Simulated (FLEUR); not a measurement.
# Ta2N (P-3m1) in FLEUR: notebook

The runs below take Ta2N through single point, with PBE.

Everything below comes from runs of FLEUR MaX-R8.1 (patched build s14). Logs are shortened: lines on timing, memory, paths and dates and some standing lists are left out, and cuts for length are marked.

## (1) Starting point

It takes space group P-3m1 (No. 164, trigonal). Conventional cell: a = 3.113 Å, b = 3.113 Å, c = 4.870 Å, α = 90.00°, β = 90.00°, γ = 120.00°. Ta (site symmetry 3m) is surrounded by 3 N at 2.18 Å. Around N (site symmetry -3m) lie 6 Ta at 2.18 Å.

The cell comes from a database or a generator and needn't be the stable form of this composition.

## (2) Single point, PBE

The input, inp.xml:

```xml
<?xml version="1.0" encoding="UTF-8" standalone="no"?>
<fleurInput fleurInputVersion="0.39">
   <comment>
      Ta2N                                                                                                
   </comment>
   <calculationSetup>
      <cutoffs Kmax="4.93" Gmax="15.3" GmaxXC="15.3" numbands="0"/>
      <scfLoop itmax="60" minDistance="0.00001" maxIterBroyd="15" imix="Anderson" alpha="0.05" precondParam="0.0" spinf="2.0"/>
      <coreElectrons ctail="T" frcor="F" kcrel="0" coretail_lmax="0"/>
      <xcFunctional name="pbe" relativisticCorrections="F"/>
      <magnetism jspins="1"/>
      <soc l_soc="F" theta="0.0" phi="0.0" spav="F"/>
      <expertModes spex="0" secvar="F"/>
      <geometryOptimization l_f="T" forcealpha="1.0" forcemix="BFGS" epsdisp="0.0005" epsforce="0.0002"/>
      <ldaU l_linMix="F" mixParam="0.05" spinf="1.0"/>
   </calculationSetup>
   <cell>
      <bzIntegration valenceElectrons="59.0" mode="hist" fermiSmearingEnergy="0.00183747">
         <kPointListSelection listName="default-1"/>
         <!-- k-points included here -->
         <xi:include xmlns:xi="http://www.w3.org/2001/XInclude" href="kpts.xml"> </xi:include>
      </bzIntegration>
      <!-- symmetry operations included here -->
      <xi:include xmlns:xi="http://www.w3.org/2001/XInclude" href="sym.xml"> </xi:include>
      <bulkLattice scale="1.0">
         <bravaisMatrix>
            <row-1>    5.8824557101498991     0.0000000000000000     0.0000000000000000</row-1>
            <row-2>   -2.9412278550749495     5.0943560815157438     0.0000000000000000</row-2>
            <row-3>    0.0000000000000000     0.0000000000000000     9.2026657603481876</row-3>
         </bravaisMatrix>
      </bulkLattice>
   </cell>
   <atomSpecies>
      <species name="Tantalum (Ta)" element="Ta" atomicNumber="73">
         <mtSphere radius="2.29" gridPoints="781" logIncrement="0.017"/>
         <atomicCutoffs lmax="9" lnonsphr="7"/>
         <electronConfig flipSpins="F">
            <coreConfig>(1s1/2) (2s1/2) (2p1/2) (2p3/2) (3s1/2) (3p1/2) (3p3/2) (4s1/2) (3d3/2) (3d5/2) (4p1/2) (4p3/2) (4d3/2) (4d5/2)</coreConfig>
            <valenceConfig>(5s1/2) (5p1/2) (5p3/2) (6s1/2) (4f5/2) (4f7/2) (5d3/2) (5d5/2)</valenceConfig>
            <stateOccupation state="(5d3/2)" spinUp="0.600000" spinDown="0.600000"/>
            <stateOccupation state="(5d5/2)" spinUp="0.900000" spinDown="0.900000"/>
         </electronConfig>
         <energyParameters s="6" p="6" d="5" f="4"/>
         <lo type="SCLO" l="0" n="5" eDeriv="0"/>
         <lo type="SCLO" l="1" n="5" eDeriv="0"/>
         <lo type="SCLO" l="2" n="5" eDeriv="2"/>
         <lo type="SCLO" l="3" n="4" eDeriv="2"/>
      </species>
      <species name="Nitrogen (N)" element="N" atomicNumber="7">
         <mtSphere radius="1.42" gridPoints="483" logIncrement="0.022"/>
         <atomicCutoffs lmax="8" lnonsphr="6"/>
         <electronConfig flipSpins="F">
            <coreConfig>(1s1/2)</coreConfig>
            <valenceConfig>(2s1/2) (2p1/2) (2p3/2)</valenceConfig>
            <stateOccupation state="(2p1/2)" spinUp="0.500000" spinDown="0.500000"/>
            <stateOccupation state="(2p3/2)" spinUp="1.000000" spinDown="1.000000"/>
         </electronConfig>
         <energyParameters s="2" p="2" d="3" f="4"/>
         <lo type="SCLO" l="0" n="2" eDeriv="2"/>
         <lo type="SCLO" l="1" n="2" eDeriv="2"/>
         <lo type="SCLO" l="2" n="3" eDeriv="2"/>
      </species>
   </atomSpecies>
   <atomGroups>
      <atomGroup species="Tantalum (Ta)">
         <relPos label="                   1">1.000/3.000 -1.000/3.000 .2547110000</relPos>
         <relPos label="                   2">-1.000/3.000 1.000/3.000 -.2547110000</relPos>
         <force calculate="T" relaxXYZ="TTT"/>
      </atomGroup>
      <atomGroup species="Nitrogen (N)">
         <relPos label="                   3">.0000000000 .0000000000 .0000000000</relPos>
         <force calculate="T" relaxXYZ="TTT"/>
      </atomGroup>
   </atomGroups>
   <output dos="F" band="F" slice="F">
      <checks vchk="F" cdinf="F"/>
      <bandDOS minEnergy="-.5*Htr" maxEnergy="0.5*Htr" sigma="0.015" storeEVData="T"/>
      <vacuumDOS vacdos="F" integ="F" star="F" nstars="0" locx1="0.0" locy1="0.0" locx2="0.0" locy2="0.0" nstm="0" tworkf="0.0"/>
      <unfoldingBand unfoldBand="F" supercellX="1" supercellY="1" supercellZ="1"/>
      <plotting iplot="0" polar="F">
         <plot TwoD="T" vec1="  1.0  0.0  0.0" vec2="  0.0  1.0  0.0" vec3="  0.0  0.0  1.0" zero="  0.0  0.0  0.0" file="plot"/>
      </plotting>
      <chargeDensitySlicing numkpt="0" minEigenval="0.0" maxEigenval="0.0" nnne="0" pallst="F"/>
      <specialOutput eonly="F"/>
      <magneticCircularDichroism mcd="F" energyLo="-10.0" energyUp="0.0"/>
   </output>
  <!-- We include the file relax.xml here to enable relaxations (see documentation) -->
  <xi:include xmlns:xi="http://www.w3.org/2001/XInclude" href="relax.xml"> <xi:fallback/> </xi:include>
</fleurInput>
```

The input, crystal.txt:

```
Ta2N
&input cartesian=F /
3.1128615060  0.0000000000  0.0000000000
-1.5564307530  2.6958171426  0.0000000000
0.0000000000  0.0000000000  4.8698410000
1.8897261246
1.0 1.0 1.0

3
73 0.3333333333  0.6666666667  0.2547110000
73 0.6666666667  0.3333333333  0.7452890000
7 0.0000000000  0.0000000000  0.0000000000

&kpt div1=10 div2=10 div3=6 gamma=T /
```

Potentials or basis: all-electron, FLAPW.

The run is started by

```console
$ inpgen -f crystal.txt -profile fastHighL
$ # inp.xml edited to the form shown
$ fleur
```

Standard output:

```text
Welcome to FLEUR        (www.flapw.de)
      MaX-Release 8.1          (www.max-centre.eu)

 ========== k-point set info ==========
 Selected k-point list: default-1
 k-point list type: mesh
 10 x 10 x 6
 Number of k points: 72

 ------------Calculation Setup---------------------------
 Number of OMP-threads    :            1
 Number of basis functions:          654
 Approximate size of matrices (H+S) per k-point:         0.006 GB
 --------------------------------------------------------
 Iteration:     1   Distance:      21.56236179 me/bohr^3
 Iteration:     2   Distance:      17.94991924 me/bohr^3
 Iteration:     3   Distance:       7.90923958 me/bohr^3
 Iteration:     4   Distance:       5.84027346 me/bohr^3
 Iteration:     5   Distance:       1.87370528 me/bohr^3
 Iteration:     6   Distance:       0.96519697 me/bohr^3
 Iteration:     7   Distance:       0.84754332 me/bohr^3
 Iteration:     8   Distance:       0.24139623 me/bohr^3
 Iteration:     9   Distance:       0.06920729 me/bohr^3
 Iteration:    10   Distance:       0.04696912 me/bohr^3
 Iteration:    11   Distance:       0.00834052 me/bohr^3
 Iteration:    12   Distance:       0.00758447 me/bohr^3
 Iteration:    13   Distance:       0.00074100 me/bohr^3
 Iteration:    14   Distance:       0.00075070 me/bohr^3
 Iteration:    15   Distance:       0.00013714 me/bohr^3
 Iteration:    16   Distance:       0.00012596 me/bohr^3
 Iteration:    17   Distance:       0.00007813 me/bohr^3
 Iteration:    18   Distance:       0.00002997 me/bohr^3
 Iteration:    19   Distance:       0.00001068 me/bohr^3
 Iteration:    20   Distance:       0.00000390 me/bohr^3
 Reset of history

 ********************************************************************
 Run finished successfully
 Stop message:
   Structural relaxation: new displacements generated
 ********************************************************************
```

Run time: 2.7 min. Hardware: 1 thread of Intel Xeon 6975P-C (Granite Rapids), shared host; peak memory 0.07 GiB.

Results:

```yaml
Free_energy: -851909.2122 eV
Largest_force: 0.015 eV/Å
Band_gap_on_the_k_mesh: none (metal or under the smearing width)
Valence_electrons_inside_the_program's_atomic_spheres: Ta 24.15; N 3.38 (radii Ta 2.29, N 1.42 bohr)
```

Forces in eV/Å, atoms in the order of the input:
```
Ta   0.000  0.000 -0.015
Ta   0.000  0.000  0.015
N    0.000  0.000  0.000
```

Levels at points of the mesh, in eV from the Fermi level:
| k point | band 26 | band 27 | band 28 | band 29 | band 30 | band 31 | band 32 | band 33 | band 34 | band 35 |
| --- | --- | --- | --- | --- | --- | --- | --- | --- | --- | --- |
| (0.00, 0.00, 0.00) | -6.02 | -4.97 | -0.65 | -0.23 | -0.23 | 0.27 | 0.28 | 0.28 | 1.15 | 1.15 |
| (0.00, 0.00, 0.50) | -6.20 | -2.86 | -2.65 | -1.11 | -1.11 | 1.77 | 1.89 | 2.29 | 2.29 | 2.63 |
| (0.00, 0.50, 0.00) | -6.34 | -4.53 | -2.62 | -1.38 | 1.76 | 1.88 | 3.70 | 3.98 | 4.19 | 4.23 |
| (0.00, 0.50, 0.50) | -6.08 | -3.27 | -2.16 | -2.12 | -0.27 | 0.72 | 3.28 | 3.51 | 3.99 | 4.40 |

Core levels (eV from the Fermi level):
| atom | levels |
| --- | --- |
| 1 Ta | 1s1/2 -67275.8, 2s1/2 -11547.5, 2p1/2 -11034.4, 2p3/2 -9764.1, 3s1/2 -2642.0, 3p1/2 -2414.3, 3p3/2 -2140.8, 4s1/2 -535.3, 3d3/2 -1756.9, 3d5/2 -1697.3, 4p1/2 -441.4, 4p3/2 -378.5, 4d3/2 -224.4, 4d5/2 -212.9 |
| 2 Ta | 1s1/2 -67275.8, 2s1/2 -11547.5, 2p1/2 -11034.4, 2p3/2 -9764.1, 3s1/2 -2642.0, 3p1/2 -2414.3, 3p3/2 -2140.8, 4s1/2 -535.3, 3d3/2 -1756.9, 3d5/2 -1697.3, 4p1/2 -441.4, 4p3/2 -378.5, 4d3/2 -224.4, 4d5/2 -212.9 |
| 3 N | 1s1/2 -378.7 |

The run has no spin-orbit coupling, so splittings on Ta are missing.

## (3) Single point, PBE (atoms moved at random, drawn with an rms of 0.05 Å)

Changes to inp.xml since step 2:

```diff
@@ -34,3 +34,3 @@
       <species name="Tantalum (Ta)" element="Ta" atomicNumber="73">
-         <mtSphere radius="2.29" gridPoints="781" logIncrement="0.017"/>
+         <mtSphere radius="2.29" gridPoints="757" logIncrement="0.017"/>
          <atomicCutoffs lmax="9" lnonsphr="7"/>
@@ -49,3 +49,3 @@
       <species name="Nitrogen (N)" element="N" atomicNumber="7">
-         <mtSphere radius="1.42" gridPoints="483" logIncrement="0.022"/>
+         <mtSphere radius="1.42" gridPoints="471" logIncrement="0.022"/>
          <atomicCutoffs lmax="8" lnonsphr="6"/>
@@ -65,4 +65,7 @@
       <atomGroup species="Tantalum (Ta)">
-         <relPos label="                   1">1.000/3.000 -1.000/3.000 .2547110000</relPos>
-         <relPos label="                   2">-1.000/3.000 1.000/3.000 -.2547110000</relPos>
+         <relPos label="                   1">.3246030000 -.3465760000 .2512930000</relPos>
+         <force calculate="T" relaxXYZ="TTT"/>
+      </atomGroup>
+      <atomGroup species="Tantalum (Ta)">
+         <relPos label="                   2">-.3093120000 .3422290000 -.2567890000</relPos>
          <force calculate="T" relaxXYZ="TTT"/>
@@ -70,3 +73,3 @@
       <atomGroup species="Nitrogen (N)">
-         <relPos label="                   3">.0000000000 .0000000000 .0000000000</relPos>
+         <relPos label="                   3">-.0016550000 .0058830000 .0039570000</relPos>
          <force calculate="T" relaxXYZ="TTT"/>
```

The input, crystal.txt:

```
Ta2N
&input cartesian=F /
3.1128615060  0.0000000000  0.0000000000
-1.5564307530  2.6958171426  0.0000000000
0.0000000000  0.0000000000  4.8698410000
1.8897261246
1.0 1.0 1.0

3
73 0.3246030000  0.6534240000  0.2512930000
73 0.6906880000  0.3422290000  0.7432110000
7 -0.0016550000  0.0058830000  0.0039570000

&kpt div1=10 div2=10 div3=6 gamma=T /
```

Potentials or basis: all-electron, FLAPW.

The run is started by

```console
$ inpgen -f crystal.txt -profile fastHighL
$ # inp.xml edited to the form shown
$ fleur
```

It took 31 min on 1 thread of Intel Xeon 6975P-C (Granite Rapids), shared host; peak memory 0.31 GiB.

The run converged. Its results:

* Free energy: -851909.1803 eV
* Largest force: 0.767 eV/Å
* Band gap on the k mesh: none (metal or under the smearing width)
* Valence electrons inside the program's atomic spheres: Ta 24.17, 24.15; N 3.39 (radii Ta 2.29, N 1.42 bohr)

Forces on the atoms (eV/Å):
```
Ta  -0.051  0.365  0.326
Ta  -0.434  0.007  0.136
N    0.486 -0.372 -0.462
```

Levels at points of the mesh, in eV from the Fermi level:
```tsv
k point	band 26	band 27	band 28	band 29	band 30	band 31	band 32	band 33
(0.00, 0.00, 0.00)	-6.03	-4.97	-0.79	-0.36	-0.11	0.06	0.38	0.51
(0.00, 0.00, 0.50)	-6.16	-2.89	-2.64	-1.15	-1.07	1.65	1.73	2.22
(0.00, 0.50, 0.00)	-6.32	-4.55	-2.64	-1.33	1.53	1.92	3.67	3.88
(0.00, 0.50, 0.50)	-6.05	-3.34	-2.21	-2.02	-0.41	0.77	3.22	3.41
(0.50, 0.00, 0.00)	-6.46	-4.45	-2.58	-1.49	1.85	1.98	3.59	3.92
(0.50, 0.00, 0.50)	-6.20	-3.20	-2.28	-2.10	-0.05	0.77	3.28	3.62
(0.50, 0.50, 0.00)	-6.34	-4.53	-2.63	-1.35	1.55	2.03	3.66	3.78
(0.50, 0.50, 0.50)	-6.08	-3.33	-2.19	-2.08	-0.27	0.77	3.22	3.48
```

Core levels (eV from the Fermi level):
| atom | levels |
| --- | --- |
| 1 Ta | 1s1/2 -67275.8, 2s1/2 -11547.5, 2p1/2 -11034.4, 2p3/2 -9764.1, 3s1/2 -2642.0, 3p1/2 -2414.3, 3p3/2 -2140.8, 4s1/2 -535.3, 3d3/2 -1756.9, 3d5/2 -1697.3, 4p1/2 -441.4, 4p3/2 -378.5, 4d3/2 -224.4, 4d5/2 -212.9 |
| 2 Ta | 1s1/2 -67275.8, 2s1/2 -11547.5, 2p1/2 -11034.4, 2p3/2 -9764.1, 3s1/2 -2642.0, 3p1/2 -2414.3, 3p3/2 -2140.8, 4s1/2 -535.3, 3d3/2 -1756.9, 3d5/2 -1697.3, 4p1/2 -441.4, 4p3/2 -378.5, 4d3/2 -224.4, 4d5/2 -212.9 |
| 3 N | 1s1/2 -378.7 |
